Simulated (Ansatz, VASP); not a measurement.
**Mg: VASP beside Ansatz**

File POSCAR:

```
Mg
1.0
    3.2093000000      0.0000000000      0.0000000000
   -1.6046500000      2.7793353284      0.0000000000
    0.0000000000      0.0000000000      5.2103000000
Mg
2
Direct
    0.6666666667      0.3333333333      0.7500000000
    0.3333333333      0.6666666667      0.2500000000
```

The input INCAR.step1:

```
PREC = Accurate ; ENCUT = 520
EDIFF = 1E-5 ; ISMEAR = -1
SIGMA = 0.05 ; LREAL = False
LASPH = True ; NELM = 100
ALGO = Normal ; ISIF = 2
LWAVE = True ; LCHARG = False
NBANDS = 9 ; GGA = PE
```

INCAR.step2

```
PREC = Accurate ; ENCUT = 520
EDIFF = 1E-7 ; ISMEAR = -1
SIGMA = 0.05 ; LREAL = False
LASPH = True ; NELM = 100
ALGO = Normal ; ISIF = 2
LWAVE = False ; LCHARG = False
METAGGA = R2SCAN ; LHFCALC = True
AEXX = 0.5 ; LMIXTAU = True
PRECFOCK = Normal ; HFRCUT = -1
NBANDS = 9 ; ISTART = 1
```

File KPOINTS:

```
Automatic mesh
0
Gamma
  5 5 3
```

KPOINTS_OPT

```
path GMKGALHA,LM,KH
8
line-mode
reciprocal
 0.0000000000  0.0000000000  0.0000000000  G
 0.5000000000  0.0000000000  0.0000000000  M

 0.5000000000  0.0000000000  0.0000000000  M
 0.3333333333  0.3333333333  0.0000000000  K

 0.3333333333  0.3333333333  0.0000000000  K
 0.0000000000  0.0000000000  0.0000000000  G

 0.0000000000  0.0000000000  0.0000000000  G
 0.0000000000  0.0000000000  0.5000000000  A

 0.0000000000  0.0000000000  0.5000000000  A
 0.5000000000  0.0000000000  0.5000000000  L

 0.5000000000  0.0000000000  0.5000000000  L
 0.3333333333  0.3333333333  0.5000000000  H

 0.3333333333  0.3333333333  0.5000000000  H
 0.0000000000  0.0000000000  0.5000000000  A

 0.5000000000  0.0000000000  0.5000000000  L
 0.5000000000  0.0000000000  0.0000000000  M

 0.3333333333  0.3333333333  0.0000000000  K
 0.3333333333  0.3333333333  0.5000000000  H
```

The input input.yaml:

```yaml
crystal:
  lattice:
    - [3.2093, 0.0, 0.0]
    - [-1.60465, 2.7793353284, 0.0]
    - [0.0, 0.0, 5.2103]
  atoms:
    - { symbol: Mg, position: [0.6666666667, 0.3333333333, 0.75] }
    - { symbol: Mg, position: [0.3333333333, 0.6666666667, 0.25] }
hamiltonian:
  xc: r2scan50
  pseudopotentials: { kind: paw }
kpoints:
  mp_grid: { grid: [5, 5, 3] }
scf:
  occupations: { method: fermi_dirac, width: 0.05 }
output:
  forces: true
  stress: true
  eigenvalues: true
```

Alike in both runs: functional r2SCAN50; k mesh 5 × 5 × 3; occupations fermi-dirac, width 0.05 eV; no spin polarisation.

```csv
,VASP,Ansatz
version,VASP 6.6.1,Ansatz 0.2.0
potentials or method,"VASP PAW PBE potentials, release 64 (Mg)",Ansatz PAW
plane-wave cutoff (eV),520,500
valence electrons in the cell,4,20
task,band structure,single point
```

VASP gave:

| Item | Value |
| --- | --- |
| gap on the k mesh at the Fermi level (eV) | none |
| pressure (GPa) | -1.8 |
| largest component of the traceless stress (GPa) | 0.69 |

Task: Which values does Ansatz return?

Result: gap on the k mesh at the Fermi level (eV): none; pressure (GPa): -0.8; largest component of the traceless stress (GPa): 0.60.

A gap of «none» marks a metal or a gap that the smearing closes. The two sets of potentials don't hold the same shells in valence.

Caveats: the k mesh is coarse (spacing up to 0.45 Å⁻¹), so the values aren't converged, least of all with exact exchange; the PAW data sets were made with another functional, which shifts forces and pressure a little (VASP); the PAW data sets come from PBE, with cores solved anew for the run's functional, which leaves a small shift of forces and pressure (Ansatz); the thresholds are loose for stress (Ansatz).
